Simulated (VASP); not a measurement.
A run of VASP 6.6.1:

Contents of INCAR:

```
SYSTEM = CuI
  PREC = Accurate
  ENCUT = 600
  EDIFF = 1E-6
  ISMEAR = 0
  SIGMA = 0.03
  LREAL = .False.
  LASPH = .True.
  NELM = 80
  ALGO = Normal
  ISIF = 3
  LWAVE = .False.
  LCHARG = .False.
  IBRION = 2
  NSW = 90
  EDIFFG = -0.01
```

The input KPOINTS:

```
Automatic mesh
0
Gamma
  8 8 8
  0 0 0
```

POSCAR

```
CuI
1.0
    0.0000000000      3.0315000000      3.0315000000
    3.0315000000      0.0000000000      3.0315000000
    3.0315000000      3.0315000000      0.0000000000
Cu I
1 1
Direct
    0.2500000000      0.2500000000      0.2500000000
    0.0000000000      0.0000000000      0.0000000000
```

Potentials or basis: VASP PAW LDA potentials, release 64 (Cu, I).

Launch:

```console
$ cat potpaw_LDA.64/Cu/POTCAR potpaw_LDA.64/I/POTCAR > POTCAR
$ mpirun -np 1 vasp_std > vasp.out
```

Hardware: 1 thread of Intel(R) Xeon(R) 6975P-C (Granite Rapids), with other jobs on the host.

Q: Estimate the wall time of this run.

A: Wall time 33 s on 1 thread of Intel(R) Xeon(R) 6975P-C (Granite Rapids) (shared host), peak memory 0.19 GiB. Counts: scf iterations 40, k points 29, ion steps 4.
